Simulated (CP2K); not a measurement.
# YN (Fm-3m) in CP2K: further runs

The runs below take YN through single point, equation of state, with PBEsol.

Program: CP2K 2026.2. These are calculated values, not measurements. Logs are shortened: lines on timing, memory, paths and dates and some standing lists are left out, and cuts for length are marked.

## 1. The crystal as given

It takes space group Fm-3m (No. 225, cubic). The conventional cell has a = 4.877 Å, b = 4.877 Å, c = 4.877 Å, α = 90.00°, β = 90.00°, γ = 90.00°. Around Y (site symmetry m-3m) lie 6 N at 2.44 Å. N (site symmetry m-3m) has 6 Y at 2.44 Å as nearest neighbours.

## 2. Single point, PBEsol, 14.50 Å³/atom

Contents of yn_eos.inp:

```
&GLOBAL
  PROJECT yn_eos
  RUN_TYPE ENERGY_FORCE
  PRINT_LEVEL LOW
&END GLOBAL
&FORCE_EVAL
  METHOD QS
  STRESS_TENSOR ANALYTICAL
  &DFT
    BASIS_SET_FILE_NAME BASIS_MOLOPT_UZH
    POTENTIAL_FILE_NAME POTENTIAL_UZH
    &MGRID
      CUTOFF 450
      REL_CUTOFF 60
      NGRIDS 5
    &END MGRID
    &QS
      METHOD GPW
      EPS_DEFAULT 1.0E-9
    &END QS
    &KPOINTS
      SCHEME MONKHORST-PACK 9 9 9
      GAMMA_CENTERED T
      SYMMETRY T
      SYMMETRY_BACKEND SPGLIB
    &END KPOINTS
    &SCF
      SCF_GUESS ATOMIC
      EPS_SCF 1.0E-6
      MAX_SCF 100
      ADDED_MOS 13
      CHOLESKY OFF
      EPS_EIGVAL 1.0E-7
      &DIAGONALIZATION ON
        ALGORITHM STANDARD
      &END DIAGONALIZATION
      &MIXING ON
        METHOD BROYDEN_MIXING
        ALPHA 0.4
        BETA 1.5
        NBUFFER 8
      &END MIXING
      &SMEAR ON
        METHOD FERMI_DIRAC
        ELECTRONIC_TEMPERATURE 580.23
      &END SMEAR
    &END SCF
    &XC
      &XC_FUNCTIONAL
        &GGA_X_PBE_SOL
        &END GGA_X_PBE_SOL
        &GGA_C_PBE_SOL
        &END GGA_C_PBE_SOL
      &END XC_FUNCTIONAL
    &END XC
    &PRINT
      &KPOINTS ON
      &END KPOINTS
      &MULLIKEN ON
      &END MULLIKEN
      &MO ON
        ENERGIES T
        OCCUPATION_NUMBERS T
        &EACH
          QS_SCF 0
        &END EACH
        ADD_LAST NUMERIC
      &END MO
    &END PRINT
  &END DFT
  &SUBSYS
    &CELL
      A 3.4485597718 0.0000000000 0.0000000000
      B 1.7242798859 2.9865403689 0.0000000000
      C 1.7242798859 0.9955134563 2.8157372628
      PERIODIC XYZ
    &END CELL
    &COORD
      SCALED
      Y   0.0000000000 0.0000000000 0.0000000000
      N   0.5000000000 0.5000000000 0.5000000000
    &END COORD
    &KIND Y
      BASIS_SET TZVP-MOLOPT-PBE-GTH-q11
      POTENTIAL GTH-PBE-q11
    &END KIND
    &KIND N
      BASIS_SET TZVP-MOLOPT-PBE-GTH-q5
      POTENTIAL GTH-PBE-q5
    &END KIND
    &PRINT
      &ATOMIC_COORDINATES ON
      &END ATOMIC_COORDINATES
      &CELL ON
      &END CELL
      &SYMMETRY ON
      &END SYMMETRY
    &END PRINT
  &END SUBSYS
  &PRINT
    &FORCES ON
    &END FORCES
    &STRESS_TENSOR ON
    &END STRESS_TENSOR
  &END PRINT
&END FORCE_EVAL
```

Potentials or basis: POTENTIAL_UZH Y GTH-PBE-q11, N GTH-PBE-q5; TZVP-MOLOPT-PBE-GTH basis.

Launch:

```console
$ OMP_NUM_THREADS=1 cp2k.psmp -i yn_eos.inp -o yn_eos.out
```

yn_eos.out:

```text

 CP2K| version string:                                       CP2K version 2026.2
 CP2K| Input file name                                                yn_eos.inp

 GLOBAL| Force Environment number                                              1
 GLOBAL| Basis set file name                                    BASIS_MOLOPT_UZH
 GLOBAL| Potential file name                                       POTENTIAL_UZH
 GLOBAL| MM Potential file name                                     MM_POTENTIAL
 GLOBAL| Coordinate file name                                      __STD_INPUT__
 GLOBAL| Method name                                                        CP2K
 GLOBAL| Project name                                                     yn_eos
 GLOBAL| Run type                                                   ENERGY_FORCE
 GLOBAL| FFT library                                                       FFTW3
[... 8 lines left out ...]
 GLOBAL| CPU model name                                                  UNKNOWN

 CELL| Volume [angstrom^3]:                                            29.000019
 CELL| Vector a [angstrom]:       3.449     0.000     0.000   |a| =     3.448560
 CELL| Vector b [angstrom]:       1.724     2.987     0.000   |b| =     3.448560
 CELL| Vector c [angstrom]:       1.724     0.996     2.816   |c| =     3.448560
 CELL| Angle (b,c), alpha [degree]:                                    60.000000
 CELL| Angle (a,c), beta  [degree]:                                    60.000000
 CELL| Angle (a,b), gamma [degree]:                                    60.000000
 CELL| Numerically orthorhombic:                                              NO
 CELL| Periodicity                                                           XYZ

 CELL_REF| Volume [angstrom^3]:                                        29.000019
 CELL_REF| Vector a [angstrom     3.449     0.000     0.000   |a| =     3.448560
 CELL_REF| Vector b [angstrom     1.724     2.987     0.000   |b| =     3.448560
 CELL_REF| Vector c [angstrom     1.724     0.996     2.816   |c| =     3.448560
 CELL_REF| Angle (b,c), alpha [degree]:                                60.000000
 CELL_REF| Angle (a,c), beta  [degree]:                                60.000000
 CELL_REF| Angle (a,b), gamma [degree]:                                60.000000
 CELL_REF| Numerically orthorhombic:                                          NO
 CELL_REF| Periodicity                                                       XYZ
[... 10 lines left out ...]

  Total number of            - Atomic kinds:                                   2
                             - Atoms:                                          2
                             - Shell sets:                                     2
                             - Shells:                                        18
                             - Primitive Cartesian functions:                 12
                             - Cartesian basis functions:                     59
                             - Spherical basis functions:                     52

  Maximum angular momentum of- Orbital basis functions:                        3
                             - Local part of the GTH pseudopotential:          4
                             - Non-local part of the GTH pseudopotential:      4

 MODULE QUICKSTEP: ATOMIC COORDINATES IN ANGSTROM

   Atom Kind Element         X             Y             Z       Z(eff)     Mass
      1    1 Y    39      0.000000      0.000000      0.000000  11.0000  88.9059
      2    2 N     7      3.448560      1.991027      1.407869   5.0000  14.0067

 Crystal Symmetry Information
       International Symbol:                                               Fm-3m
       Point Group Symbol:                                                  m-3m
       Schoenflies Symbol:                                                  Oh^5
       Number of Symmetry Operations:                                         48

 SCF PARAMETERS         Density guess:                                    ATOMIC
                        --------------------------------------------------------
                        max_scf:                                             100
                        max_scf_history:                                       0
                        max_diis:                                              4
[... 5 lines left out ...]
                        --------------------------------------------------------
                        level_shift [a.u.]:                             0.000000
                        added MOs                                        13    0
                        --------------------------------------------------------
                        Mixing method:                            BROYDEN_MIXING
                                                charge density mixing in g-space
[... 38 lines left out ...]
     2 Broy./Diag. 0.40E+00    5.6     0.21148939       -47.3197118035  1.22E+00
     3 Broy./Diag. 0.40E+00    5.5     0.13953201       -48.1485226807 -8.29E-01
     4 Broy./Diag. 0.40E+00    5.5     0.03015593       -48.2615808727 -1.13E-01
     5 Broy./Diag. 0.40E+00    5.5     0.02635037       -48.1100492581  1.52E-01
     6 Broy./Diag. 0.40E+00    5.5     0.00973476       -48.1766404960 -6.66E-02
     7 Broy./Diag. 0.40E+00    5.5     0.00294176       -48.1643621369  1.23E-02
     8 Broy./Diag. 0.40E+00    5.5     0.00088918       -48.1733406210 -8.98E-03
     9 Broy./Diag. 0.40E+00    5.6     0.00018797       -48.1720171479  1.32E-03
    10 Broy./Diag. 0.40E+00    5.6     0.00011568       -48.1726854518 -6.68E-04
    11 Broy./Diag. 0.40E+00    5.5     0.00000501       -48.1725850004  1.00E-04
    12 Broy./Diag. 0.40E+00    5.6     0.00000697       -48.1726309773 -4.60E-05
    13 Broy./Diag. 0.40E+00    5.7     0.00000026       -48.1726348034 -3.83E-06

  *** SCF run converged in    13 steps ***

  Electronic density on regular grids:        -15.9999999957        0.0000000043
  Core density on regular grids:               15.9999999882       -0.0000000118
  Total charge density on r-space grids:       -0.0000000075
  Total charge density g-space grids:          -0.0000000075

  Overlap energy of the core charge distribution:               0.00000000000001
  Self energy of the core charge distribution:                -96.67531473457647
  Core Hamiltonian energy:                                     23.19311311641472
  Hartree energy:                                              32.88677694170033
  Exchange-correlation energy:                                 -7.57718610806192
  Electronic entropic energy:                                  -0.00002401889662
  Fermi energy:                                                 0.35955974116039

  Total energy:                                               -48.17263480341263
  Total energy (extrapolated to T->0):                        -48.17262279396432

 MO| EIGENVALUES AND OCCUPATION NUMBERS FOR K POINT 1
 MO|
 MO|  Index      Eigenvalue [a.u.]        Eigenvalue [eV]             Occupation
 MO|      1              -1.122965             -30.557430               2.000000
 MO|      2              -0.426677             -11.610483               2.000000
 MO|      3              -0.385598             -10.492665               2.000000
 MO|      4              -0.385598             -10.492662               2.000000
 MO|      5              -0.049751              -1.353793               2.000000
 MO|      6               0.208754               5.680493               2.000000
[... 13 lines left out ...]
 MO|     20               1.277214              34.754772               0.000000
 MO|     21               1.284798              34.961118               0.000000
 MO| Sum:                                                              16.000000
 MO| E(Fermi):            0.359560 a.u.          9.784118 eV
 MO| Band gap:            0.283068 a.u.          7.702683 eV
[... 331 lines left out ...]
 MO|      1              -1.121297             -30.512051               2.000000
 MO|      2              -0.410887             -11.180809               2.000000
 MO|      3              -0.404366             -11.003365               2.000000
 MO|      4              -0.395165             -10.752998               2.000000
 MO|      5              -0.084554              -2.300832               2.000000
 MO|      6               0.283958               7.726891               2.000000
[... 13 lines left out ...]
 MO|     20               1.363139              37.092901               0.000000
 MO|     21               1.383164              37.637808               0.000000
 MO| Sum:                                                              16.000000
 MO| E(Fermi):            0.359560 a.u.          9.784118 eV

 [... the levels of further k-points ...]

 !-----------------------------------------------------------------------------!
                     Mulliken Population Analysis

 #  Atom  Element  Kind  Atomic population                           Net charge
       1     Y        1          9.306625                              1.693375
       2     N        2          6.693375                             -1.693375
 # Total charge                             16.000000                  0.000000

 !-----------------------------------------------------------------------------!

 ENERGY| Total FORCE_EVAL ( QS ) energy [hartree]            -48.172636563549680

 FORCES| Atomic forces [hartree/bohr]
 FORCES|   Atom     x               y               z               |f|
 FORCES|      1 -7.98054059E-15 -1.41728118E-14  8.38155473E-15   1.82977616E-14
 FORCES|      2  3.88352606E-15 -5.24577483E-16 -8.81346078E-15   9.64541586E-15
 FORCES| Sum    -4.09701453E-15 -1.46973892E-14 -4.31906050E-16
 FORCES| Total atomic force                                       1.52638567E-14

 STRESS| Analytical stress tensor [bar]
 STRESS|                        x                   y                   z
 STRESS|      x       -6.07329673254E+03   2.49366698638E+00   1.79056623780E+00
 STRESS|      y        2.49366698638E+00  -6.07739570265E+03   6.43531689650E-01
 STRESS|      z        1.79056623780E+00   6.43531689650E-01  -6.07655872647E+03
 STRESS| 1/3 Trace                                            -6.07575038722E+03
 STRESS| Determinant                                          -2.24284674372E+11

 STRESS| Eigenvectors and eigenvalues of the analytical stress tensor [bar]
 STRESS|                        1                   2                   3
 STRESS| Eigenvalues  -6.07859662691E+03  -6.07723471875E+03  -6.07141981600E+03
 STRESS|      x          -0.456093299508     -0.256973188436      0.852023287574
 STRESS|      y           0.881476582541     -0.262111404850      0.392806117417
 STRESS|      z           0.122384380441      0.930194813935      0.346063103424
```

Wall time 89 s (1 thread of Arm Neoverse V1, shared host); peak memory 0.33 GiB.

What came out:

```yaml
Free_energy: -1310.8441 eV
Pressure: -0.6 GPa
Band_gap_on_the_k_mesh: 0.13 eV, indirect (least direct gap 0.52 eV)
Mulliken_charges: Y +1.69; N -1.69 e
```

Caveat: Mulliken charges move with the basis; the potentials were made for another functional, which shifts forces and pressure; an odd mesh through Γ misses points on the zone boundary, where band edges often lie; the basis of atomic orbitals isn't converged, which shifts pressures, moduli and gaps.

## 3. Single point, PBEsol, 14.21 Å³/atom (volume scaled by 0.98)

Changes to yn_eos.inp since step 2:

```diff
@@ -11,2 +11,3 @@
     POTENTIAL_FILE_NAME POTENTIAL_UZH
+    WFN_RESTART_FILE_NAME previous-RESTART.kp
     &MGRID
@@ -27,3 +28,3 @@
     &SCF
-      SCF_GUESS ATOMIC
+      SCF_GUESS RESTART
       EPS_SCF 1.0E-6
@@ -72,5 +73,5 @@
     &CELL
-      A 3.4485597718 0.0000000000 0.0000000000
-      B 1.7242798859 2.9865403689 0.0000000000
-      C 1.7242798859 0.9955134563 2.8157372628
+      A 3.4254143780 0.0000000000 0.0000000000
+      B 1.7127071890 2.9664958699 0.0000000000
+      C 1.7127071890 0.9888319566 2.7968391279
       PERIODIC XYZ
```

Potentials or basis: POTENTIAL_UZH Y GTH-PBE-q11, N GTH-PBE-q5; TZVP-MOLOPT-PBE-GTH basis.

Launch:

```console
$ OMP_NUM_THREADS=1 cp2k.psmp -i yn_eos.inp -o yn_eos.out
```

Run time: 74 s. Hardware: 1 thread of Arm Neoverse V1, shared host; peak memory 0.33 GiB.

Results (log left out):

| Property | Result |
| --- | --- |
| Free energy | -1310.8400 eV |
| Pressure | 2.9 GPa |
| Band gap on the k mesh | 0.09 eV, indirect (least direct gap 0.46 eV) |
| Mulliken charges | Y +1.70; N -1.70 e |

Caveat: Mulliken charges move with the basis; the potentials were made for another functional, which shifts forces and pressure; an odd mesh through Γ misses points on the zone boundary, where band edges often lie; the basis of atomic orbitals isn't converged, which shifts pressures, moduli and gaps.

## 4. Single point, PBEsol, 14.79 Å³/atom (volume scaled by 1.02)

Changes to yn_eos.inp since step 3:

```diff
@@ -73,5 +73,5 @@
     &CELL
-      A 3.4254143780 0.0000000000 0.0000000000
-      B 1.7127071890 2.9664958699 0.0000000000
-      C 1.7127071890 0.9888319566 2.7968391279
+      A 3.4713985816 0.0000000000 0.0000000000
+      B 1.7356992908 3.0063193584 0.0000000000
+      C 1.7356992908 1.0021064528 2.8343850729
       PERIODIC XYZ
```

Launch:

```console
$ OMP_NUM_THREADS=1 cp2k.psmp -i yn_eos.inp -o yn_eos.out
```

It took 74 s on 1 thread of Arm Neoverse V1, shared host; peak memory 0.32 GiB.

It converged, with:

| Item | Value |
| --- | --- |
| Free energy | -1310.8361 eV |
| Pressure | -3.8 GPa |
| Band gap on the k mesh | 0.16 eV, indirect (least direct gap 0.57 eV) |
| Mulliken charges | Y +1.69; N -1.69 e |

Caveat: Mulliken charges move with the basis; the potentials were made for another functional, which shifts forces and pressure; an odd mesh through Γ misses points on the zone boundary, where band edges often lie; the basis of atomic orbitals isn't converged, which shifts pressures, moduli and gaps.

## 5. Single point, PBEsol, 13.92 Å³/atom (volume scaled by 0.96)

Changes to yn_eos.inp since step 4:

```diff
@@ -73,5 +73,5 @@
     &CELL
-      A 3.4713985816 0.0000000000 0.0000000000
-      B 1.7356992908 3.0063193584 0.0000000000
-      C 1.7356992908 1.0021064528 2.8343850729
+      A 3.4019518993 0.0000000000 0.0000000000
+      B 1.7009759497 2.9461767673 0.0000000000
+      C 1.7009759497 0.9820589224 2.7776820943
       PERIODIC XYZ
```

Launch:

```console
$ OMP_NUM_THREADS=1 cp2k.psmp -i yn_eos.inp -o yn_eos.out
```

Run time: 91 s. Hardware: 1 thread of Arm Neoverse V1, shared host; peak memory 0.33 GiB.

Results (log left out):

| Property | Result |
| --- | --- |
| Free energy | -1310.8225 eV |
| Pressure | 6.8 GPa |
| Band gap on the k mesh | 0.05 eV, indirect (least direct gap 0.40 eV) |
| Mulliken charges | Y +1.71; N -1.71 e |

Caveat: Mulliken charges move with the basis; the potentials were made for another functional, which shifts forces and pressure; an odd mesh through Γ misses points on the zone boundary, where band edges often lie; the basis of atomic orbitals isn't converged, which shifts pressures, moduli and gaps.

## 6. Single point, PBEsol, 15.08 Å³/atom (volume scaled by 1.04)

Changes to yn_eos.inp since step 5:

```diff
@@ -73,5 +73,5 @@
     &CELL
-      A 3.4019518993 0.0000000000 0.0000000000
-      B 1.7009759497 2.9461767673 0.0000000000
-      C 1.7009759497 0.9820589224 2.7776820943
+      A 3.4939407624 0.0000000000 0.0000000000
+      B 1.7469703812 3.0258414596 0.0000000000
+      C 1.7469703812 1.0086138199 2.8527906865
       PERIODIC XYZ
```

Potentials or basis: POTENTIAL_UZH Y GTH-PBE-q11, N GTH-PBE-q5; TZVP-MOLOPT-PBE-GTH basis.

Launch:

```console
$ OMP_NUM_THREADS=1 cp2k.psmp -i yn_eos.inp -o yn_eos.out
```

Run time: 80 s. Hardware: 1 thread of Arm Neoverse V1, shared host; peak memory 0.32 GiB.

Results (log left out):

```
Free energy            : -1310.8171 eV
Pressure               : -6.7 GPa
Band gap on the k mesh : 0.20 eV, indirect (least direct gap 0.62 eV)
Mulliken charges       : Y +1.68; N -1.68 e
```

Caveat: Mulliken charges move with the basis; the potentials were made for another functional, which shifts forces and pressure; an odd mesh through Γ misses points on the zone boundary, where band edges often lie; the basis of atomic orbitals isn't converged, which shifts pressures, moduli and gaps.

## 7. Single point, PBEsol, 13.63 Å³/atom (volume scaled by 0.94)

Changes to yn_eos.inp since step 6:

```diff
@@ -73,5 +73,5 @@
     &CELL
-      A 3.4939407624 0.0000000000 0.0000000000
-      B 1.7469703812 3.0258414596 0.0000000000
-      C 1.7469703812 1.0086138199 2.8527906865
+      A 3.3781612475 0.0000000000 0.0000000000
+      B 1.6890806238 2.9255734585 0.0000000000
+      C 1.6890806238 0.9751911528 2.7582571084
       PERIODIC XYZ
```

Launch:

```console
$ OMP_NUM_THREADS=1 cp2k.psmp -i yn_eos.inp -o yn_eos.out
```

Run time: 1.8 min. Hardware: 1 thread of Arm Neoverse V1, shared host; peak memory 0.34 GiB.

The run converged. Its results:

* Free energy: -1310.7900 eV
* Pressure: 11.2 GPa
* Band gap on the k mesh: none (metal or under the smearing width)
* Mulliken charges: Y +1.71; N -1.71 e

Caveat: Mulliken charges move with the basis; the potentials were made for another functional, which shifts forces and pressure; the basis of atomic orbitals isn't converged, which shifts pressures, moduli and gaps.

## 8. Single point, PBEsol, 15.37 Å³/atom (volume scaled by 1.06)

Changes to yn_eos.inp since step 7:

```diff
@@ -73,5 +73,5 @@
     &CELL
-      A 3.3781612475 0.0000000000 0.0000000000
-      B 1.6890806238 2.9255734585 0.0000000000
-      C 1.6890806238 0.9751911528 2.7582571084
+      A 3.5161957622 0.0000000000 0.0000000000
+      B 1.7580978811 3.0451148548 0.0000000000
+      C 1.7580978811 1.0150382849 2.8709618177
       PERIODIC XYZ
```

Launch:

```console
$ OMP_NUM_THREADS=1 cp2k.psmp -i yn_eos.inp -o yn_eos.out
```

It took 86 s on 1 thread of Arm Neoverse V1, shared host; peak memory 0.32 GiB.

Results (log left out):

```
Free energy            : -1310.7882 eV
Pressure               : -9.2 GPa
Band gap on the k mesh : 0.23 eV, indirect (least direct gap 0.66 eV)
Mulliken charges       : Y +1.67; N -1.67 e
```

Caveat: Mulliken charges move with the basis; the potentials were made for another functional, which shifts forces and pressure; an odd mesh through Γ misses points on the zone boundary, where band edges often lie; the basis of atomic orbitals isn't converged, which shifts pressures, moduli and gaps.

## 9. Equation of state, PBEsol

Potentials or basis: POTENTIAL_UZH Y GTH-PBE-q11, N GTH-PBE-q5; TZVP-MOLOPT-PBE-GTH basis.

This step only gathers the single runs of the series.

Results:

- Equilibrium volume: 14.45 Å³/atom
- Bulk modulus: 170 GPa
- Pressure derivative of the bulk modulus: 4.2

Energy against volume, from the lowest point:
| volume (Å³/atom) | energy (meV/atom) |
| --- | --- |
| 13.630 | 27.06 |
| 13.920 | 10.82 |
| 14.210 | 2.04 |
| 14.500 | 0.00 |
| 14.790 | 4.01 |
| 15.080 | 13.51 |
| 15.370 | 27.94 |

Caveat: the potentials were made for another functional, which shifts forces and pressure; the basis of atomic orbitals isn't converged, which shifts pressures, moduli and gaps.
